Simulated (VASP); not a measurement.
# Te2Mo: does spin-orbit coupling change the cell?

Does spin-orbit coupling change the relaxed cell of Te2Mo? The starting structure is a measured crystal structure from the Crystallography Open Database. The first relaxation on each setting starts from this cell expanded by 3 % in volume.

Program: VASP 6.6.1. Level of theory: Kohn-Sham DFT with plane waves and PAW; PBEsol and PBEsol + spin-orbit coupling. Results are calculated unless marked as measured.

**1. The starting structure**

Symmetry: P6_3/mmc, No. 194, hexagonal system. The conventional cell has a = 3.518 Å, b = 3.518 Å, c = 13.974 Å, α = 90.00°, β = 90.00°, γ = 120.00°. Te has 3 Mo at 2.72 Å nearest. Nearest to Mo lie 6 Te at 2.72 Å. Farther neighbours and most contacts between anions are not listed.

As a file:

```
Te Mo
1.0
     3.51820    0.00000    0.00000
    -1.75910    3.04685    0.00000
     0.00000    0.00000   13.97360
Te Mo
4 2
Direct
  0.66667 0.33333 0.37900
  0.33333 0.66667 0.87900
  0.66667 0.33333 0.12100
  0.33333 0.66667 0.62100
  0.66667 0.33333 0.75000
  0.33333 0.66667 0.25000
```

**2. Relaxation without spin-orbit coupling**

This run starts from the cell of an earlier relaxation, which isn't shown; the restart sets up the plane waves anew.

INCAR

```
SYSTEM = Te2Mo
PREC = Accurate
ENCUT = 450
EDIFF = 1E-06
NELM = 100
ISMEAR = 0
SIGMA = 0.03
LREAL = .FALSE.
ALGO = Normal
GGA = PS
NBANDS = 32
LASPH = .TRUE.
LORBIT = 11
LWAVE = .FALSE.
LCHARG = .FALSE.
KPAR = 8
IBRION = 2
NSW = 50
ISIF = 3
EDIFFG = -0.006
```

POSCAR

```
Te2Mo
1.0
    3.4943731576      0.0000000000      0.0000000000
   -1.7471865788      3.0262159248      0.0000000000
    0.0000000000      0.0000000000     13.9838624597
Te Mo
4 2
Direct
    0.6666666667      0.3333333333      0.3792291657
    0.3333333333      0.6666666667      0.8792291657
    0.6666666667      0.3333333333      0.1207708343
    0.3333333333      0.6666666667      0.6207708343
    0.6666666667      0.3333333333      0.7500000000
    0.3333333333      0.6666666667      0.2500000000
```

KPOINTS

```
Automatic mesh
0
Gamma
6 6 2
0 0 0
```

Potentials, in the order of the species: Te and Mo_sv (PBE family, release 64).

Run with:

```
$ mpirun -np 8 vasp_std
```

The log of the run:

```text
[banner, memory and clock lines left out]
running    8 mpi-ranks, on    1 nodes
 distrk:  each k-point on    1 cores,    8 groups
 distr:  one band on    1 cores,    1 groups

 POSCAR found type information on POSCAR TeMo
 POSCAR found :  2 types and       6 ions
|                                                                             |
|           W    W    AA    RRRRR   N    N  II  N    N   GGGG   !!!           |
|           W    W   A  A   R    R  NN   N  II  NN   N  G    G  !!!           |
|           W    W  A    A  R    R  N N  N  II  N N  N  G       !!!           |
|           W WW W  AAAAAA  RRRRR   N  N N  II  N  N N  G  GGG   !            |
|           WW  WW  A    A  R   R   N   NN  II  N   NN  G    G                |
|           W    W  A    A  R    R  N    N  II  N    N   GGGG   !!!           |
|                                                                             |
|     For optimal performance we recommend to set                             |
|       NCORE = 2 up to number-of-cores-per-socket                            |
|     NCORE specifies how many cores store one orbital (NPAR=cpu/NCORE).      |
|     This setting can greatly improve the performance of VASP for DFT.       |
|     The default, NCORE=1 might be grossly inefficient on modern             |
|     multi-core architectures or massively parallel machines. Do your        |
|     Unfortunately you need to use the default for GW and RPA                |
|     calculations (for HF NCORE is supported but not extensively tested      |
|     yet).                                                                   |
|                                                                             |

|                                                                             |
|               ----> ADVICE to this user running VASP <----                  |
|                                                                             |
|     You enforced a specific xc type in the INCAR file but a different       |
|     [... a line on the potential file left out ...]
|     I HOPE YOU KNOW WHAT YOU ARE DOING!                                     |
|                                                                             |

 LDA part: xc-table for (Slater+PW92), standard interpolation
 POSCAR, INCAR and KPOINTS ok, starting setup
 FFT: planning ... GRIDC
 FFT: planning ... GRID_SOFT
 FFT: planning ... GRID
 WAVECAR not read
 entering main loop
       N       E                     dE             d eps       ncg     rms          rms(c)
DAV:   1     0.359523814069E+03    0.35952E+03   -0.25380E+04  1072   0.130E+03
DAV:   2    -0.196186679539E+02   -0.37914E+03   -0.36878E+03  1136   0.316E+02
DAV:   3    -0.403168802182E+02   -0.20698E+02   -0.20462E+02  1112   0.635E+01
DAV:   4    -0.408430966438E+02   -0.52622E+00   -0.52477E+00  1120   0.102E+01
DAV:   5    -0.408588372827E+02   -0.15741E-01   -0.15737E-01  1200   0.174E+00    0.233E+01
DAV:   6    -0.399207845375E+02    0.93805E+00   -0.87590E+00  1008   0.148E+01    0.905E+00
DAV:   7    -0.398313662399E+02    0.89418E-01   -0.78089E+00   992   0.115E+01    0.640E+00
DAV:   8    -0.394004560442E+02    0.43091E+00   -0.17436E+00  1128   0.597E+00    0.323E+00
DAV:   9    -0.394009169316E+02   -0.46089E-03   -0.21983E-01  1112   0.212E+00    0.133E+00
DAV:  10    -0.393938251151E+02    0.70918E-02   -0.48865E-02  1104   0.115E+00    0.379E-01
DAV:  11    -0.393939528821E+02   -0.12777E-03   -0.26214E-03  1144   0.246E-01    0.301E-01
DAV:  12    -0.393938663591E+02    0.86523E-04   -0.31332E-04  1088   0.864E-02    0.201E-01
DAV:  13    -0.393938186728E+02    0.47686E-04   -0.14608E-04  1128   0.632E-02    0.907E-02
DAV:  14    -0.393938172076E+02    0.14652E-05   -0.10008E-05  1016   0.126E-02    0.661E-02
DAV:  15    -0.393938154690E+02    0.17386E-05   -0.23863E-06   816   0.783E-03    0.347E-02
DAV:  16    -0.393938139826E+02    0.14864E-05   -0.34113E-06   800   0.842E-03    0.157E-02
DAV:  17    -0.393938137656E+02    0.21696E-06   -0.43213E-07   568   0.322E-03
   1 F= -.39393814E+02 E0= -.39393814E+02  d E =-.393938E+02
 curvature:   0.00 expect dE= 0.000E+00 dE for cont linesearch  0.000E+00
 trial: gam= 0.00000 g(F)=  0.152E-05 g(S)=  0.322E-05 ort = 0.000E+00 (trialstep = 0.100E+01)
 search vector abs. value=  0.474E-05
 reached required accuracy - stopping structural energy minimisation
```

The job ended after 10 s (8 MPI ranks of Intel Xeon 6975P-C (Granite Rapids), shared host; peak memory 2.1 GiB).

The logs omit lines about the potential files and the build; timing stands in the text.

From OUTCAR (step 2):

```text
ion  position               nearest neighbor table
   1  0.667  0.333  0.379-   6 2.71   6 2.71   6 2.71   3 3.61
   2  0.333  0.667  0.879-   5 2.71   5 2.71   5 2.71   4 3.61
   3  0.667  0.333  0.121-   6 2.71   6 2.71   6 2.71   1 3.61
   4  0.333  0.667  0.621-   5 2.71   5 2.71   5 2.71   2 3.61
   5  0.667  0.333  0.750-   2 2.71   4 2.71   2 2.71   4 2.71   2 2.71   4 2.71
   6  0.333  0.667  0.250-   1 2.71   3 2.71   1 2.71   3 2.71   1 2.71   3 2.71

  LATTYP: Found a hexagonal cell.
 ALAT       =     3.4943731576
 C/A-ratio  =     4.0018228818

 Subroutine GETGRP returns: Found 24 space group operations
 (whereof 12 operations were pure point group operations)

The static configuration has the point symmetry D_3d.
 The point group associated with its full space group is D_6h.

 Found     14 irreducible k-points:

   k-points           NKPTS =     14   k-points in BZ     NKDIM =     14   number of bands    NBANDS=     32

   dimension x,y,z NGX =    24 NGY =   24 NGZ =   98
   dimension x,y,z NGXF=    48 NGYF=   48 NGZF=  196

   ENCUT  =  450.0 eV  33.07 Ry    5.75 a.u.   6.04  6.04 24.19*2*pi/ulx,y,z

   NELECT =      52.0000    total number of electrons

 k-points in reciprocal lattice and weights: Automatic mesh
   0.00000000  0.00000000  0.00000000       0.014
   0.16666667  0.00000000  0.00000000       0.083
   0.33333333  0.00000000  0.00000000       0.083
   0.50000000  0.00000000  0.00000000       0.042
   0.16666667  0.16666667  0.00000000       0.083
   0.33333333  0.16666667  0.00000000       0.167
   0.33333333  0.33333333  0.00000000       0.028
   0.00000000  0.00000000  0.50000000       0.014
   0.16666667  0.00000000  0.50000000       0.083
[...]
0.33333333  0.16666667  0.50000000       0.167
   0.33333333  0.33333333  0.50000000       0.028

 average (electrostatic) potential at core
       1 -85.8700       2 -85.8700       3 -85.8700       4 -85.8700       5 -73.1075
       6 -73.1075

 E-fermi :   8.4463

 k-point     1 :       0.0000    0.0000    0.0000
  band No.  band energies     occupation
    ...
     22       7.1503      2.00000
     23       7.1843      2.00000
     24       7.1843      2.00000
     25       7.8055      2.00000
     26       8.1426      2.00000
     27      11.1685      0.00000
     28      11.1685      0.00000
     29      11.3015      0.00000
     30      11.3015      0.00000
     31      11.4010      0.00000
    ...

 k-point     2 :       0.1667    0.0000    0.0000
  band No.  band energies     occupation
    ...
     22       6.7375      2.00000
     23       6.9478      2.00000
     24       7.1152      2.00000
     25       7.7134      2.00000
     26       7.9026      2.00000
     27       9.9993      0.00000
     28      10.2821      0.00000
     29      10.2853      0.00000
     30      10.5384      0.00000
     31      10.6307      0.00000
    ...

 k-point     3 :       0.3333    0.0000    0.0000
  band No.  band energies     occupation
    ...
     22       6.8351      2.00000
     23       6.8457      2.00000
     24       7.0708      2.00000
     25       7.3232      2.00000
     26       7.4692      2.00000
     27       9.2819      0.00000
     28       9.7192      0.00000
     29       9.8898      0.00000
     30       9.9571      0.00000
     31      10.3585      0.00000
    ...

  Total       -0.0120489     -0.0120489     -0.0105093      0.0000000      0.0000000      0.0000000
  in kB       -0.1305454     -0.1305454     -0.1138640      0.0000000      0.0000000      0.0000000
  external PRESSURE =      -0.1249849 kB  Pullay stress =       0.0000000 kB

  energy-cutoff  :      450.00
  volume of cell :      147.88
      direct lattice vectors                 reciprocal lattice vectors
     3.494373158  0.000000000  0.000000000     0.286174359  0.165222843  0.000000000
    -1.747186579  3.026215925  0.000000000     0.000000000  0.330445687  0.000000000
     0.000000000  0.000000000 13.983862460     0.000000000  0.000000000  0.071511001

 POSITION                                       TOTAL-FORCE (eV/Angst)
 -----------------------------------------------------------------------------------
      1.74719      1.00874      5.30309        -0.000000      0.000000      0.002806
     -0.00000      2.01748     12.29502        -0.000000      0.000000      0.002806
      1.74719      1.00874      1.68884        -0.000000      0.000000     -0.002806
     -0.00000      2.01748      8.68077        -0.000000      0.000000     -0.002806
      1.74719      1.00874     10.48790         0.000000     -0.000000      0.000000
     -0.00000      2.01748      3.49597        -0.000000      0.000000      0.000000
 -----------------------------------------------------------------------------------
    total drift:                               -0.000000      0.000000     -0.000000

  FREE ENERGIE OF THE ION-ELECTRON SYSTEM (eV)
  ---------------------------------------------------
  free  energy   TOTEN  =       -39.3938137656 eV

  energy  without entropy=      -39.3938137656  energy(sigma->0) =      -39.39381377

 reached required accuracy - stopping structural energy minimisation

 total charge
# of ion       s       p       d       tot
------------------------------------------
    1        1.386   1.974   0.066   3.426
    2        1.386   1.974   0.066   3.426
    3        1.386   1.974   0.066   3.426
    4        1.386   1.974   0.066   3.426
    5        2.259   6.149   4.006  12.414
    6        2.259   6.149   4.006  12.414
--------------------------------------------------
tot         10.063  20.194   8.278  38.534

[... 3 further parts left out ...]
```

CONTCAR:

```
Te2Mo
   1.00000000000000
     3.4943731576000001    0.0000000000000000    0.0000000000000000
    -1.7471865788000001    3.0262159247999998    0.0000000000000000
     0.0000000000000000    0.0000000000000000   13.9838624596999992
  Te              Mo
     4     2
Direct
     0.6666666667000030    0.3333333332999970    0.3792291656999964
     0.3333333332999970    0.6666666667000030    0.8792291656999964
     0.6666666667000030    0.3333333332999970    0.1207708342999965
     0.3333333332999970    0.6666666667000030    0.6207708343000036
     0.6666666667000030    0.3333333332999970    0.7500000000000000
     0.3333333332999970    0.6666666667000030    0.2500000000000000
```

The PAW data sets were made with PBE, which is usual practice but a small mismatch for other functionals. The run keeps the 24 symmetry operations of its start, so it cannot find a distortion of lower symmetry.

Without spin-orbit coupling the relaxed cell holds 24.646 Å³ an atom, with a = 3.494 Å and c = 13.984 Å.

**3. Relaxation with spin-orbit coupling**

Against step 2 the input has LNONCOLLINEAR = .TRUE., MAGMOM = 0 0 0 0 0 0 0 0 0 0 0 0 0 0 0 0 0 0, GGA_COMPAT = .FALSE. and LSORBIT = .TRUE. (also changed: NBANDS and LMAXMIX). This run starts from the cell of an earlier relaxation, which isn't shown; the restart sets up the plane waves anew.

INCAR: that of step 2 with these lines changed.

```diff
@@ -10,4 +10,9 @@
 GGA = PS
-NBANDS = 32
+LNONCOLLINEAR = .TRUE.
+MAGMOM = 0 0 0 0 0 0 0 0 0 0 0 0 0 0 0 0 0 0
+NBANDS = 64
+GGA_COMPAT = .FALSE.
 LASPH = .TRUE.
+LSORBIT = .TRUE.
+LMAXMIX = 4
 LORBIT = 11
```

POSCAR

```
Te2Mo
1.0
    3.4963173513      0.0000000000      0.0000000000
   -1.7481586757      3.0278996459      0.0000000000
    0.0000000000      0.0000000000     13.9707098492
Te Mo
4 2
Direct
    0.6666666667      0.3333333333      0.3793877564
    0.3333333333      0.6666666667      0.8793877564
    0.6666666667      0.3333333333      0.1206122436
    0.3333333333      0.6666666667      0.6206122436
    0.6666666667      0.3333333333      0.7500000000
    0.3333333333      0.6666666667      0.2500000000
```

KPOINTS is that of step 2.

Run with:

```
$ mpirun -np 8 vasp_ncl
```

The log of the run:

```text
[banner, memory and clock lines left out]
running    8 mpi-ranks, on    1 nodes
[...]
[... a notice as in an earlier step ...]

 [... a notice as in an earlier step ...]

 LDA part: xc-table for (Slater+PW92), standard interpolation
 POSCAR, INCAR and KPOINTS ok, starting setup
[...]
entering main loop
       N       E                     dE             d eps       ncg     rms          rms(c)
DAV:   1     0.390419597823E+03    0.39042E+03   -0.25106E+04  2152   0.130E+03
DAV:   2    -0.136645217834E+02   -0.40408E+03   -0.39140E+03  2208   0.327E+02
DAV:   3    -0.404743068509E+02   -0.26810E+02   -0.26235E+02  2168   0.714E+01
DAV:   4    -0.414325706063E+02   -0.95826E+00   -0.95082E+00  2304   0.123E+01
[...]
DAV:  14    -0.399967884738E+02    0.71491E-05   -0.11099E-04  2056   0.415E-02    0.296E-02
DAV:  15    -0.399967739694E+02    0.14504E-04   -0.36039E-05  2224   0.316E-02    0.138E-02
DAV:  16    -0.399967738454E+02    0.12401E-06   -0.35797E-06  1912   0.794E-03
[...]
2 F= -.39996743E+02 E0= -.39996743E+02  d E =0.308677E-04  mag=     0.0000    -0.0000     0.0000
 trial-energy change:    0.000031  1 .order    0.000010   -0.000066    0.000086
 step:   0.2722(harm=  0.4348)  dis= 0.00001  next Energy=   -39.996782 (dE=-0.862E-05)
[...]
N       E                     dE             d eps       ncg     rms          rms(c)
DAV:   1    -0.399972704795E+02   -0.52770E-03   -0.10463E-02  1888   0.759E-01    0.203E-01
DAV:   2    -0.399970029400E+02    0.26754E-03   -0.39372E-03  2000   0.366E-01    0.111E-01
DAV:   3    -0.399967990413E+02    0.20390E-03   -0.11157E-03  1984   0.145E-01    0.788E-02
DAV:   4    -0.399967924160E+02    0.66254E-05   -0.73286E-05  1880   0.379E-02    0.231E-02
DAV:   5    -0.399967825972E+02    0.98187E-05   -0.35429E-05  2024   0.350E-02    0.133E-02
DAV:   6    -0.399967814956E+02    0.11016E-05   -0.23784E-06  1672   0.848E-03    0.112E-02
DAV:   7    -0.399967799122E+02    0.15834E-05   -0.22862E-06  1560   0.638E-03    0.285E-03
DAV:   8    -0.399967797498E+02    0.16236E-06   -0.16961E-07   976   0.224E-03
   3 F= -.39996780E+02 E0= -.39996780E+02  d E =-.590445E-05  mag=    -0.0000    -0.0000     0.0000
[...]
reached required accuracy - stopping structural energy minimisation
```

Elapsed: 95 s, on 8 MPI ranks; peak memory 4.5 GiB.

OUTCAR, selected parts (step 3):

```text
  Total       -0.0073951     -0.0073951      0.0248766      0.0000000      0.0000000      0.0000000
  in kB       -0.0801372     -0.0801372      0.2695756      0.0000000      0.0000000      0.0000000
  external PRESSURE =       0.0364337 kB  Pullay stress =       0.0000000 kB

 POSITION                                       TOTAL-FORCE (eV/Angst)
 -----------------------------------------------------------------------------------
      1.74795      1.00918      5.29980         0.000000      0.000000      0.005150
     -0.00000      2.01835     12.28446        -0.000000      0.000000      0.005150
      1.74795      1.00918      1.68486         0.000000      0.000000     -0.005150
     -0.00000      2.01835      8.66951         0.000000      0.000000     -0.005150
      1.74795      1.00918     10.47698        -0.000000      0.000000      0.000000
     -0.00000      2.01835      3.49233         0.000000     -0.000000      0.000000
 -----------------------------------------------------------------------------------
    total drift:                                0.000000      0.000000     -0.000000

  FREE ENERGIE OF THE ION-ELECTRON SYSTEM (eV)
  ---------------------------------------------------
  free  energy   TOTEN  =       -39.9967797498 eV

  energy  without entropy=      -39.9967797498  energy(sigma->0) =      -39.99677975

 magnetization (x)
# of ion       s       p       d       tot
------------------------------------------
    1        0.000   0.000   0.000   0.000
    2        0.000   0.000  -0.000   0.000
    3        0.000   0.000  -0.000  -0.000
    4        0.000   0.000  -0.000   0.000
    5       -0.000  -0.000   0.000  -0.000
    6        0.000   0.000  -0.000  -0.000
--------------------------------------------------
tot          0.000   0.000  -0.000   0.000

 magnetization (y)
# of ion       s       p       d       tot
------------------------------------------
    1        0.000   0.000   0.000   0.000
    2       -0.000   0.000  -0.000  -0.000
    3        0.000   0.000   0.000   0.000
    4       -0.000   0.000   0.000  -0.000
    5       -0.000   0.000   0.000   0.000
    6        0.000  -0.000  -0.000  -0.000
--------------------------------------------------
tot         -0.000   0.000  -0.000  -0.000

 magnetization (z)
# of ion       s       p       d       tot
------------------------------------------
    1        0.000   0.000   0.000   0.000
    2        0.000   0.000   0.000   0.000
    3        0.000   0.000   0.000   0.000
    4        0.000   0.000   0.000   0.000
    5        0.000   0.000   0.000   0.000
    6        0.000   0.000   0.000   0.000
--------------------------------------------------
tot          0.000   0.000   0.000   0.000

[... 1 part as in an earlier step ...]

[... 3 further parts left out ...]
[key lines of the parts left out:]
E-fermi :   8.3058
```

With spin-orbit coupling the relaxed cell holds 24.642 Å³ an atom, with a = 3.496 Å and c = 13.969 Å.

**4. The runs compared**

```csv
run,volume (Å³/atom),a (Å),c (Å),pressure left (GPa),core minutes
without spin-orbit coupling,24.646,3.4944,13.9839,-0.012,15.1
with spin-orbit coupling,24.642,3.4959,13.9693,0.004,72.3
```

Core minutes are wall time times ranks, summed over the relaxations behind a row (those for a bulk modulus apart), on shared hosts.

**5. Summary of results**

```
volume without spin-orbit coupling : 24.646 Å³/atom
volume with spin-orbit coupling    : 24.642 Å³/atom
```

In words: The run with spin-orbit coupling gives a volume -0.02 % from the one without (a +0.04 % and c -0.10 %). The relaxations stop with -0.012 and 0.004 GPa left; at a bulk modulus of 50 GPa, to name a scale, that difference alone shifts the volume by 0.03 %. The change found is no larger, so no effect on the volume is resolved. The k mesh isn't tested here. The bonds form layers, and no dispersion term is on, so the spacing between them is unreliable in both runs. GGA_COMPAT also differs between the two, which alone can make a change this small. Further runs on this material are not shown.

[Lines on the potential files, build, host, timing and source positions are cut from VASP's logs without a mark.]

[Logs are printed without paths, hosts, clocks, repeated set-up lines and the standing remarks that a program may print on its own settings, such as how far it seeks lower states.]

[Hosts, paths, dates, database ids (printed as entryN), source tags and the programs' standing remarks are cut or masked in the printed files.]
